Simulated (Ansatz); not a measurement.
The structure comes from a relaxation in the same program, started in the CdI2 type, and has space group P-3m1. Whether it is a known phase or the ground state wasn't checked.

An input for WS2 and the output that it gave: DFT, PBE, all-electron LAPW, scalar-relativistic (Ansatz 0.2.0).

Command: `ansatz run input.yaml --threads 1 --pin off --max-ram 3072MiB --backend cpu --events-out ev --progress --plain --runs-dir out` The run took 82 s on 1 thread of Arm Neoverse V1 (shared host).

```yaml
crystal:
  lattice:
    - [3.2110037968, 0.0, 0.0]
    - [-1.6055018984, 2.7808108597, 0.0]
    - [0.0, 0.0, 7.0708228609]
  atoms:
    - { symbol: W, position: [0.0, 0.0, 0.0] }
    - { symbol: S, position: [0.3333333333, 0.6666666667, 0.223009562] }
    - { symbol: S, position: [0.6666666667, 0.3333333333, 0.776990438] }
kpoints:
  mp_grid: { grid: [11, 11, 6] }
  band_path:
    path:
      - [0.0, 0.0, 0.0]
      - [0.5, 0.0, 0.0]
      - [0.3333333333, 0.3333333333, 0.0]
      - [0.0, 0.0, 0.0]
      - [0.0, 0.0, 0.5]
      - [0.5, 0.0, 0.5]
      - [0.3333333333, 0.3333333333, 0.5]
      - [0.0, 0.0, 0.5]
      - [0.5, 0.0, 0.5]
    npoints: 14
scf:
  occupations: { method: fermi_dirac, width: 0.05 }
hamiltonian:
  xc: pbe
  pseudopotentials: { kind: all_electron, lapw: { basis_error: 0.001 } }
output:
  forces: true
  stress: true
  eigenvalues: true
  populations: true
  dos: { projected: true, de: 0.2, e_range: [-14, 8] }
```

The log:

```
W: projections on atomic orbitals take those of the free atom 1s2 2s2 2p6 3s2 3p6 3d10 4s2 4p6 4d10 4f14 5s2 5p6 5d4 6s2, of charge +0.00 (hamiltonian.pseudopotentials.projection_atoms)
S: projections on atomic orbitals take those of the free atom 1s2 2s2 2p6 3s2 3p4, of charge +0.00 (hamiltonian.pseudopotentials.projection_atoms)
LAPW: plane waves up to 8.511 Å⁻¹, error target 1.0e-3 eV per atom; small_component_spin mean_spin; S in spheres of 1.045 Å, 14 of its electrons in bands, Dirac shells []; W in spheres of 1.389 Å, 38 of its electrons in bands, Dirac shells []
Engine: ansatz 0.2.0
Pseudopotentials: kind: all_electron
Pseudopotential: W, LAPW, valence charge 38, Koelling and Harmon's equation, gaussian nucleus
Pseudopotential: S, LAPW, valence charge 14, Koelling and Harmon's equation, gaussian nucleus
Functional definition: PBE
  parameter kappa = 0.804
  parameter beta = 0.06672455060314922
  exchange = pbe_x(kappa = kappa, mu = beta*pi^2/3)
  correlation = pbe_c(beta = beta)
Crystal: 3 atoms, lattice volume = 63.137 Å³
Basis set: ecut = 275.9768840080191 eV, 661 PW (Γ), exchange–correlation at level 2
Bands: 40, of which v1, the nominal top of the filled ones, is band 33 counted from 1 (32 counted from 0)
Symmetry: 12 space group operations
Space group: P-3m1 (ITA 164), of the structure as read, at distance tolerance 4.0e-5 Å
k-points: 84 of 726
Non-local potential: W, projectors of the file, none
Non-local potential: S, projectors of the file, none
Initial density: superposition of atomic densities (chi_scale 0.1, normalization cell, long waves kept (reshape's long-wave potential 0.15 eV rms))
Initial wavefunctions: plane waves of lowest kinetic energy (no species holds an atomic orbital)
Functional: x = pbe(κ = 0.804, μ = 0.2195149727645171), c = pbe(β = 0.06672455060314922)
iter 1 solved again at ethr=1.45e-3 eV; its pass at ethr=1.00e-1 eV (dr2=9.57e-1 eV) is discarded
SCF iter   1: F=—  HF=-460929.606666 eV  |F-HF|=—  |Δ(HF+E_count)|=         —  Δρ=3.60e-2  dr2=9.58e-1  ethr=1.45e-3  ⟨swp⟩=2.0  Hψ=22411  notcnv=0
preconditioner: auto → LDOS  [metal: Δε(μ)=0.002 eV  Ē_g=20.128 eV  σ=0.050 eV  W_gap=0.01  n_scr=24 (ndim 8)  ℏωp=26.4 eV  f_vac=0.232  D(μ)=1.36/eV (n_scr^D=4)  β→1.0]
SCF iter   2: F=—  HF=-460929.297234 eV  |F-HF|=—  |Δ(HF+E_count)|=   3.09e-1  Δρ=1.41e-2  dr2=1.77e-1  ethr=1.45e-3  ⟨swp⟩=3.1  Hψ=11201  notcnv=0
iter 3 solved again at ethr=2.15e-5 eV; its pass at ethr=2.68e-4 eV (dr2=1.42e-2 eV) is discarded
SCF iter   3: F=—  HF=-460929.225645 eV  |F-HF|=—  |Δ(HF+E_count)|=   7.16e-2  Δρ=4.50e-3  dr2=1.42e-2  ethr=2.15e-5  ⟨swp⟩=2.0  Hψ=17906  notcnv=0
SCF iter   4: F=—  HF=-460929.184045 eV  |F-HF|=—  |Δ(HF+E_count)|=         —  Δρ=2.28e-3  dr2=4.27e-3  ethr=2.15e-5  ⟨swp⟩=2.0  Hψ=9460  notcnv=0
the basis was enlarged: its passes take 304.1 KiB over the memory plan, 1 of 1 planned eigensolver slots
SCF iter   5: F=—  HF=-460929.181924 eV  |F-HF|=—  |Δ(HF+E_count)|=   2.12e-3  Δρ=5.39e-4  dr2=1.56e-4  ethr=6.47e-6  ⟨swp⟩=3.0  Hψ=10042  notcnv=0
SCF iter   6: F=—  HF=-460929.181900 eV  |F-HF|=—  |Δ(HF+E_count)|=   2.44e-5  Δρ=8.84e-5  dr2=3.69e-6  ethr=2.37e-7  ⟨swp⟩=2.9  Hψ=9604  notcnv=0
SCF iter   7: F=—  HF=-460929.181901 eV  |F-HF|=—  |Δ(HF+E_count)|=   1.25e-6  Δρ=1.50e-5  dr2=1.05e-7  ethr=5.59e-9  ⟨swp⟩=3.0  Hψ=10216  notcnv=0
SCF iter   8: F=-460929.181901 eV  HF=-460929.181901 eV  |F-HF|=1.75e-10  |Δ(HF+E_count)|=   2.43e-8  Δρ=1.38e-6  dr2=7.67e-10  ethr=1.59e-10  ⟨swp⟩=3.0  Hψ=9642  notcnv=0
SCF 1 converged in 8 iterations: F = -460929.181901 eV  dr2 = 7.67e-10
NSCF: frozen V_eff on 113 k-points
SCF converged after 8 iterations
Free energy (F): -460929.181901 eV
Harris-Foulkes:  -460929.181901 eV  (|F-HF|=1.75e-10)
Internal energy: -460929.169138 eV  (E = F + TS)
E sigma→0 (E₀):  -460929.175520 eV
Entropy (-TS):   -0.012763 eV (-4.254 meV/atom)
Fermi energy:    11.560577 eV
--- Per-component energies (eV) ---
  E_band       = -5122.222512
  E_kinetic    = 513703.977267
  E_xc         = -10228.987935
  E_electrostatic = -964404.158470  (all electrons and nuclei)
  E_smearing   = -0.012763  (= −TS)
  E_closure    = 0.000000  (closes the sum)
  E_atoms      = -460907.953505  (free atoms, spherical and without spin; not in F)
  Σ components = -460929.181901   (vs F -460929.181901, Δ=0.00e0)
  Basis errors (estimates in eV, not in F): energy 4.6e-4 per atom: plane waves 4.2e-4 (2.4e-4 summed), levels above the bands 4.4e-71, relativity 3.2e-8, radial functions 4.3e-5, core shells 1.5e-6; eigenvalues (radial functions only) 1.8e-6; not estimated: angular momenta, meshes, grids; target (lapw.basis_error) 1.0e-3; muffin-tin radii S 1.045 Å, W 1.389 Å
--- Forces (eV/Å), atoms counted from 1 ---
  atom   1  W     -0.00000000     0.00000000     0.00000000
  atom   2  S     -0.00000000    -0.00000000     0.00636544
  atom   3  S      0.00000000     0.00000000    -0.00636544
  max |Σ_I F_I| component: 6.94e-18 eV/Å
--- Stress (GPa, compression-positive) ---
        0.061253       0.000000      -0.000000
        0.000000       0.061253       0.000000
       -0.000000       0.000000       0.078090
  P = ⅓ Tr σ = 0.0669 GPa (0.669 kbar)
--- Band table (eV; the first three rows and the last of 84) ---
  k-point 0: bands = ["-222.5521", "-222.5521", "-222.5136", "-222.5136", "-222.5027", "-194.7441", "-194.7441", "-139.5318", "-139.5318", "-139.5318", "-139.5318", "-139.5002", "-139.5002", "-63.4122", "-27.5956", "-27.5956", "-27.5862", "-17.7398", "-17.7205", "-17.6969", "-17.6969", "-17.6639", "-17.6639", "-17.6575", "-3.9149", "-2.3764", "4.3122", "7.3490", "7.3490", "8.7213", "10.3930", "10.7066", "10.7066", "10.9640", "10.9640", "14.8802", "14.8802", "16.3806", "17.2639", "20.0226"]
  k-point 1: bands = ["-222.5521", "-222.5521", "-222.5136", "-222.5136", "-222.5027", "-194.7441", "-194.7441", "-139.5318", "-139.5318", "-139.5318", "-139.5318", "-139.5002", "-139.5002", "-63.4122", "-27.5956", "-27.5956", "-27.5862", "-17.7398", "-17.7205", "-17.6969", "-17.6969", "-17.6639", "-17.6639", "-17.6575", "-3.9061", "-2.3938", "4.3761", "7.3494", "7.3494", "8.4900", "10.5751", "10.7062", "10.7062", "10.9608", "10.9608", "14.8897", "14.8897", "16.5029", "17.3169", "19.7280"]
  k-point 2: bands = ["-222.5521", "-222.5521", "-222.5136", "-222.5136", "-222.5027", "-194.7441", "-194.7441", "-139.5318", "-139.5318", "-139.5318", "-139.5318", "-139.5002", "-139.5002", "-63.4122", "-27.5956", "-27.5956", "-27.5862", "-17.7398", "-17.7205", "-17.6969", "-17.6969", "-17.6639", "-17.6639", "-17.6575", "-3.8881", "-2.4290", "4.5138", "7.3503", "7.3503", "8.1021", "10.7055", "10.7055", "10.8526", "10.9544", "10.9544", "14.9088", "14.9088", "16.7650", "17.5316", "19.0453"]
  k-point 83: bands = ["-222.5521", "-222.5521", "-222.5136", "-222.5136", "-222.5027", "-194.7441", "-194.7441", "-139.5318", "-139.5318", "-139.5318", "-139.5318", "-139.5002", "-139.5002", "-63.3958", "-27.8324", "-27.7740", "-27.5244", "-17.7328", "-17.7293", "-17.6959", "-17.6945", "-17.6676", "-17.6666", "-17.6533", "-1.6788", "-1.4861", "5.0669", "5.6371", "6.0690", "7.2113", "7.2383", "7.7510", "11.5704", "12.3667", "12.6497", "14.8811", "15.7732", "17.7291", "18.4426", "19.4440"]
--- Löwdin populations: 3 sites ---
  site symbol       q [e]
     0      W     73.4709
     1      S     16.1527
     2      S     16.1527
  spilling = 0.002110 (of n_electrons = 106.000000)
```
